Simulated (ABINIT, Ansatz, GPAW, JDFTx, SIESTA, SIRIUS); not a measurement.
## In: 6 runs at one level of theory

```
In
1.0
     3.33548    0.00000    0.00000
    -1.66774    2.88861    0.00000
     0.00000    0.00000    5.50914
In
2
Direct
  0.66667 0.33333 0.75000
  0.33333 0.66667 0.25000
```

This isn't the form of In at room conditions, which is tetragonal.

Alike in all runs: task single point; functional PBEsol; k mesh 9 × 9 × 5; occupations fermi-dirac, width 0.05 eV; no spin polarisation; no spin-orbit coupling. Pressure is positive in compression and, in plane waves, holds the error of the finite cutoff.

```json
{"program and potentials": "JDFTx, PseudoDojo-SR-PBEsol-0.4.1-standard with smoothed tails", "plane-wave cutoff (eV)": "952", "notes": "-", "pressure (GPa)": "-1.36"}
{"program and potentials": "ABINIT, PseudoDojo NC SR PBEsol v0.4.1 standard", "plane-wave cutoff (eV)": "952", "notes": "-", "pressure (GPa)": "-1.36"}
{"program and potentials": "SIESTA, files PseudoDojo sr-pbesol-0.4.1-standard, DZP (energy shift 0.003 Ry; two zetas on semicore shells)", "plane-wave cutoff (eV)": "-", "notes": "atomic basis", "pressure (GPa)": "-0.99"}
{"program and potentials": "SIRIUS, PseudoDojo 0.4.1 PBEsol standard (scalar relativistic)", "plane-wave cutoff (eV)": "960", "notes": "-", "pressure (GPa)": "-1.35"}
{"program and potentials": "Ansatz, all-electron LAPW, scalar-relativistic", "plane-wave cutoff (eV)": "-", "notes": "-", "pressure (GPa)": "-1.38"}
{"program and potentials": "GPAW, PAW data sets generated for this functional", "plane-wave cutoff (eV)": "600", "notes": "-", "pressure (GPa)": "-1.72"}
```

The pressure spans -1.72 (GPAW, PAW data sets generated for this functional) to -0.99 GPa (SIESTA, files PseudoDojo sr-pbesol-0.4.1-standard, DZP (energy shift 0.003 Ry; two zetas on semicore shells)), with all-electron results at -1.38. Rows in atomic bases carry the error of their basis and grid, which can be large.

Differences between rows come from potentials, basis sets and numerical settings, since the functional is the same but for its coding. Runs on potential files found faulty are left out.

All six runs give a negative pressure, so this hexagonal cell is stretched relative to its PBEsol equilibrium volume and would shrink on relaxation. The lattice probably comes from a functional that binds less tightly, such as PBE: PBEsol restores the gradient expansion for exchange and generally gives denser metals. Indium is soft, its bonding carried by diffuse 5s and 5p electrons over a filled 4d shell, so even a modest pressure corresponds to a noticeable change in volume.

The three plane-wave runs with PseudoDojo potentials agree almost exactly with one another, which mainly tests the codes. Their closeness to the all-electron value of -1.38 GPa is the stronger result, as it suggests that the pseudopotentials describe the volume dependence of the energy well near this geometry. GPAW and SIESTA depart from it in opposite directions, but neither changes the sign. Being an average over directions, the pressure doesn't show whether the axial ratio is also at its equilibrium value.
